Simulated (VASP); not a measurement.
# Cl2 in VASP: a series of runs, part 2 of 2

VASP 6.6.1.

## Step 3: Relaxation of the atoms, r2SCAN

INCAR

```
PREC = Accurate ; ENCUT = 600
EDIFF = 1E-7 ; ISMEAR = 0
SIGMA = 0.01 ; LREAL = F
LASPH = T ; NELM = 80
ALGO = Normal ; ISIF = 2
LWAVE = F ; LCHARG = F
METAGGA = R2SCAN ; LMIXTAU = T
IBRION = 2 ; NSW = 30
EDIFFG = -0.005 ; ISYM = 0
```

KPOINTS

```
regular mesh
0
Gamma
  1 1 1
```

POSCAR

```
Cl
1.0
   12.0000000000      0.0000000000      0.0000000000
    0.0000000000     12.4000000000      0.0000000000
    0.0000000000      0.0000000000     13.0000000000
Cl
2
Direct
    0.5000000000      0.5000000000      0.4235384615
    0.5000000000      0.5000000000      0.5764615385
```

Potentials or basis: VASP PAW PBE potentials, release 64 (Cl).

The run is started by

```sh
cat potpaw_PBE.64/Cl/POTCAR > POTCAR
mpirun -np 1 vasp_std > vasp.out
```

OUTCAR:

```text
PREC = Accurate
   ENCUT = 600
   EDIFF = 1E-7
   ISMEAR = 0
   LREAL = F
   LASPH = T
   NELM = 80
   ISIF = 2
   METAGGA = R2SCAN
   IBRION = 2
   NSW = 30
   EDIFFG = -0.005
   ISYM = 0

 ion  position               nearest neighbor table
   1  0.500  0.500  0.424-   2 1.99
   2  0.500  0.500  0.576-   1 1.99

IMPORTANT INFORMATION: All symmetrisations will be switched off!
NOSYMM: (Re-)initialisation of all symmetry stuff for point group C_1.

----------------------------------------------------------------------------------------

                                     Primitive cell

  volume of cell :    1934.4000

  direct lattice vectors                    reciprocal lattice vectors
    12.000000000  0.000000000  0.000000000     0.083333333  0.000000000  0.000000000
     0.000000000 12.400000000  0.000000000     0.000000000  0.080645161  0.000000000
     0.000000000  0.000000000 13.000000000     0.000000000  0.000000000  0.076923077

  length of vectors
    12.000000000 12.400000000 13.000000000     0.083333333  0.080645161  0.076923077

  position of ions in fractional coordinates (direct lattice)
     0.500000000  0.500000000  0.423538462
     0.500000000  0.500000000  0.576461538
[... 96 lines left out ...]

 Free energy of the ion-electron system (eV)
  ---------------------------------------------------
  ext. energy  EPLUGINS =         0.00000000
  ---------------------------------------------------
  free energy    TOTEN  =       -12.09124302 eV

  energy without entropy =      -12.09124302  energy(sigma->0) =      -12.09124302

------------------------ aborting loop EDIFF was not reached (unconverged)  ----------------------------

  FORCE on cell =-STRESS in cart. coord.  units (eV):
  Direction    XX          YY          ZZ          XY          YZ          ZX
  --------------------------------------------------------------------------------------
  -------------------------------------------------------------------------------------
  Total        0.0157788      0.0150582     -0.3180258     -0.0000099     -0.0003091      0.0000211
  in kB        0.0130689      0.0124720     -0.2634066     -0.0000082     -0.0002560      0.0000174
  external PRESSURE =      -0.0792886 kB  Pullay stress =       0.0000000 kB
[... 95 lines left out ...]
--------------------------------------- Ionic step        4  -------------------------------------------

 number of electron      13.9999995 magnetization

 Free energy of the ion-electron system (eV)
  ---------------------------------------------------
  ext. energy  EPLUGINS =         0.00000000
  ---------------------------------------------------
  free energy    TOTEN  =       -12.09346775 eV

  energy without entropy =      -12.09346775  energy(sigma->0) =      -12.09346775

 E-fermi :  -7.3243     XC(G=0):  -0.3582

 val. band max:       -7.3871144993   @ k =   0.0000   0.0000   0.0000
 cond. band min:      -3.8342954349   @ k =   0.0000   0.0000   0.0000
 fundamental gap:      3.5528190644
 Fermi energy:        -7.3242664258

 k-point     1 :       0.0000    0.0000    0.0000
  band No.  band energies     occupation
      1     -24.4566      2.00000
      2     -19.8838      2.00000
      3     -12.2481      2.00000
      4     -10.2342      2.00000
      5     -10.2342      2.00000
      6      -7.3871      2.00000
      7      -7.3871      2.00000
      8      -3.8343      0.00000
      9       0.0570      0.00000
     10       0.8886      0.00000
     11       0.9906      0.00000
[... 27 lines left out ...]
  FREE ENERGIE OF THE ION-ELECTRON SYSTEM (eV)
  ---------------------------------------------------
  free  energy   TOTEN  =       -12.0934677519 eV

  energy  without entropy=      -12.0934677519  energy(sigma->0) =      -12.09346775

 reached required accuracy - stopping structural energy minimisation
```

OSZICAR:

```text
N       E                     dE             d eps       ncg     rms          rms(c)
DAV:   1     0.148835756376E+03    0.14884E+03   -0.27048E+03    22   0.718E+02
DAV:   2     0.636706270703E+02   -0.85165E+02   -0.77248E+02    28   0.893E+01
DAV:   3    -0.876863955587E+01   -0.72439E+02   -0.72339E+02    36   0.109E+02
[... 128 lines left out ...]
DAV:  14    -0.120934674771E+02   -0.37194E-06   -0.22405E-07    22   0.913E-03    0.412E-05
DAV:  15    -0.120934676762E+02   -0.19915E-06   -0.16848E-07    22   0.818E-03    0.107E-04
DAV:  16    -0.120934674546E+02    0.22165E-06   -0.44855E-08    28   0.457E-03    0.491E-05
DAV:  17    -0.120934677205E+02   -0.26591E-06   -0.37727E-08    22   0.420E-03    0.920E-06
DAV:  18    -0.120934677519E+02   -0.31396E-07   -0.11361E-08    28   0.325E-03
   4 F= -.12093468E+02 E0= -.12093468E+02  d E =-.222473E-02
```

CONTCAR:

```text
Cl
   1.00000000000000
    12.0000000000000000    0.0000000000000000    0.0000000000000000
     0.0000000000000000   12.4000000000000004    0.0000000000000000
     0.0000000000000000    0.0000000000000000   13.0000000000000000
  Cl
     2
Direct
     0.4999999411721533    0.5000001615480377    0.4238371891201071
     0.5000000588278467    0.4999998384519623    0.5761628108798927

  0.00000000E+00  0.00000000E+00  0.00000000E+00
  0.00000000E+00  0.00000000E+00  0.00000000E+00
```

Wall time 30 min (1 thread of Intel Xeon Platinum 8488C (Sapphire Rapids), shared host); peak memory 2.4 GiB.

What came out:

```yaml
Free_energy: -12.0935 eV
Energy_gained_by_relaxing: 1.1 meV/atom
Ionic_steps: 4
Largest_force_after_relaxing: 0.004 eV/Å
Gap_between_the_frontier_levels: 3.55 eV
```

Forces on the atoms (eV/Å):
```
Cl   0.000  0.000  0.004
Cl   0.000  0.000 -0.004
```

Step by step:
```tsv
step	energy change (eV)	largest force (eV/Å)	pressure (GPa)
1	0.0000	0.1513	-0.01
2	-0.0018	0.1357	0.01
3	-0.0020	0.0882	0.00
4	-0.0022	0.0036	0.00
```

Final structure:
```xyz
2
Lattice="12.0000 0.0000 0.0000 0.0000 12.4000 0.0000 0.0000 0.0000 13.0000" Properties=species:S:1:pos:R:3 pbc="T T T"
Cl    6.0000    6.2000    5.5099
Cl    6.0000    6.2000    7.4901
```

Levels at points of the mesh, in eV from the valence-band top:
```tsv
k point	band 3	band 4	band 5	band 6	band 7	band 8	band 9	band 10	band 11
(0.00, 0.00, 0.00)	-4.86	-2.85	-2.85	0.00	0.00	3.55	7.44	8.28	8.38
```

Caveat: the PAW data sets were made with another functional, which shifts forces and pressure a little. r2SCAN opens gaps a little over a GGA but as a rule still falls short of measured ones.

## Step 4: Relaxation of the atoms, PBE+D3(BJ)

INCAR

```
  PREC = Accurate
  ENCUT = 600
  EDIFF = 1E-7
  ISMEAR = 0
  SIGMA = 0.01
  LREAL = F
  LASPH = T
  NELM = 80
  ALGO = Fast
  ISIF = 2
  LWAVE = F
  LCHARG = F
  GGA = PE
  IVDW = 12
  IBRION = 2
  NSW = 30
  EDIFFG = -0.005
  ISYM = 0
```

KPOINTS

```
Automatic mesh
0
Gamma
  1 1 1
```

POSCAR is that of step 3.

The run is started by

```sh
cat potpaw_PBE.64/Cl/POTCAR > POTCAR
mpirun -np 1 vasp_std > vasp.out
```

Run time: 7 min. Hardware: 1 thread of Intel Xeon Platinum 8259CL at 2.50GHz (Skylake/Cascade Lake), shared host; peak memory 1.9 GiB.

It converged, with:

```yaml
Free_energy: -3.6268 eV
Energy_gained_by_relaxing: 0.1 meV/atom
Ionic_steps: 3
Gap_between_the_frontier_levels: 3.06 eV
Dispersion_energy_per_atom: -0.014 eV
```

The path:
```csv
step,energy change (eV),largest force (eV/Å),pressure (GPa)
1,0.0000,0.1065,0.01
2,-0.0001,0.0873,-0.01
3,-0.0003,0.0005,0.00
```

Final structure:
```yaml
crystal:
  lattice:
    - [12.00000, 0.00000, 0.00000]
    - [0.00000, 12.40000, 0.00000]
    - [0.00000, 0.00000, 13.00000]
  atoms:
    - { symbol: Cl, position: [0.50000, 0.50000, 0.42333] }
    - { symbol: Cl, position: [0.50000, 0.50000, 0.57667] }
```

Levels at points of the mesh, in eV from the valence-band top:
```csv
k point,band 5,band 6,band 7,band 8,band 9,band 10
"(0.00, 0.00, 0.00)",-2.66,0.00,0.00,3.06,6.78,7.71
```

As with any semilocal functional, this PBE gap is likely too small.

## Step 5: Relaxation of the atoms, PBEsol

INCAR

```
PREC = Accurate
ENCUT = 600
EDIFF = 1E-7
ISMEAR = 0
SIGMA = 0.01
LREAL = F
LASPH = T
NELM = 80
ALGO = Normal
ISIF = 2
LWAVE = F
LCHARG = F
GGA = PS
IBRION = 2
NSW = 30
EDIFFG = -0.005
ISYM = 0
```

KPOINTS

```
regular mesh
0
Gamma
  1 1 1
```

POSCAR is that of step 4.

The run is started by

```sh
cat potpaw_PBE.64/Cl/POTCAR > POTCAR
mpirun -np 1 vasp_std > vasp.out
```

It took 4.5 min on 1 thread of Intel Xeon 6975P-C (Granite Rapids), shared host; peak memory 1.9 GiB.

Results (log left out):

- Free energy: -3.8449 eV
- Energy gained by relaxing: 0.3 meV/atom
- Ionic steps: 3
- Gap between the frontier levels: 3.12 eV

Step by step:
```
step  energy change (eV)  largest force (eV/Å)  pressure (GPa)
   1              0.0000                0.1532           -0.01
   2             -0.0001                0.1418            0.01
   3             -0.0006                0.0003            0.00
```

Final structure:
```cif
data_structure
_symmetry_space_group_name_H-M 'P 1'
_symmetry_Int_Tables_number 1
_cell_length_a 12.0000
_cell_length_b 12.4000
_cell_length_c 13.0000
_cell_angle_alpha 90.000
_cell_angle_beta 90.000
_cell_angle_gamma 90.000
_cell_volume 1934.40
loop_
_atom_site_label
_atom_site_type_symbol
_atom_site_fract_x
_atom_site_fract_y
_atom_site_fract_z
_atom_site_occupancy
Cl1 Cl 0.50000 0.50000 0.42384 1
Cl2 Cl 0.50000 0.50000 0.57616 1
```

Levels at points of the mesh, in eV from the valence-band top:
```csv
k point,band 5,band 6,band 7,band 8,band 9,band 10
"(0.00, 0.00, 0.00)",-2.76,0.00,0.00,3.12,6.77,7.66
```

Caveat: the PAW data sets were made with another functional, which shifts forces and pressure a little. A hybrid or GW would open this gap; PBEsol tends to underestimate it.

## Step 6: Relaxation of the atoms, LDA

INCAR

```
SYSTEM = Cl
ALGO = Normal
EDIFF = 1E-7
EDIFFG = -0.005
ENCUT = 600
IBRION = 2
ISIF = 2
ISMEAR = 0
ISYM = 0
LASPH = .True.
LCHARG = .False.
LREAL = .False.
LWAVE = .False.
NELM = 80
NSW = 30
PREC = Accurate
SIGMA = 0.01
```

KPOINTS

```
k-points
0
Gamma
  1 1 1
  0 0 0
```

POSCAR is that of step 5.

Potentials or basis: VASP PAW LDA potentials, release 64 (Cl).

The run is started by

```sh
cat potpaw_LDA.64/Cl/POTCAR > POTCAR
mpirun -np 1 vasp_std > vasp.out
```

It took 3.4 min on 1 thread of Intel Xeon Platinum 8259CL at 2.50GHz (Skylake/Cascade Lake), shared host; peak memory 1 GiB.

Results (log left out):

```yaml
Free_energy: -3.9885 eV
Energy_gained_by_relaxing: 1.4 meV/atom
Ionic_steps: 3
Gap_between_the_frontier_levels: 3.08 eV
```

Step by step:
| step | energy change (eV) | largest force (eV/Å) | pressure (GPa) |
| --- | --- | --- | --- |
| 1 | 0.0000 | 0.3293 | -0.02 |
| 2 | -0.0004 | 0.3181 | 0.02 |
| 3 | -0.0028 | 0.0000 | 0.00 |

Final structure:
```xyz
2
Lattice="12.0000 0.0000 0.0000 0.0000 12.4000 0.0000 0.0000 0.0000 13.0000" Properties=species:S:1:pos:R:3 pbc="T T T"
Cl    6.0000    6.2000    5.5144
Cl    6.0000    6.2000    7.4856
```

Levels at points of the mesh, in eV from the valence-band top:
```tsv
k point	band 3	band 4	band 5	band 6	band 7	band 8	band 9	band 10	band 11
(0.00, 0.00, 0.00)	-4.80	-2.81	-2.81	0.00	0.00	3.08	6.86	7.74	7.90
```

Expect the measured gap to be larger: semilocal functionals such as LDA lack the derivative discontinuity.

## Step 7: Overview

| level | potentials or basis | gap on the mesh (eV) |
| --- | --- | --- |
| PBE | VASP PAW PBE potentials, release 64 (Cl) | 3.06 |
| r2SCAN | VASP PAW PBE potentials, release 64 (Cl) | 3.55 |
| PBE+D3(BJ) | VASP PAW PBE potentials, release 64 (Cl) | 3.06 |
| PBEsol | VASP PAW PBE potentials, release 64 (Cl) | 3.12 |
| LDA | VASP PAW LDA potentials, release 64 (Cl) | 3.08 |

Alike in all rows: task relaxation of the atoms; no spin polarisation; cell atoms relaxed; k mesh 1 × 1 × 1; cutoff (eV) 600; smearing gaussian 0.01 eV.

Caveats: the PAW data sets were made with another functional, which shifts forces and pressure a little (some runs).

Total energies depend on the potentials used, so only differences within one code and one set of settings carry meaning.
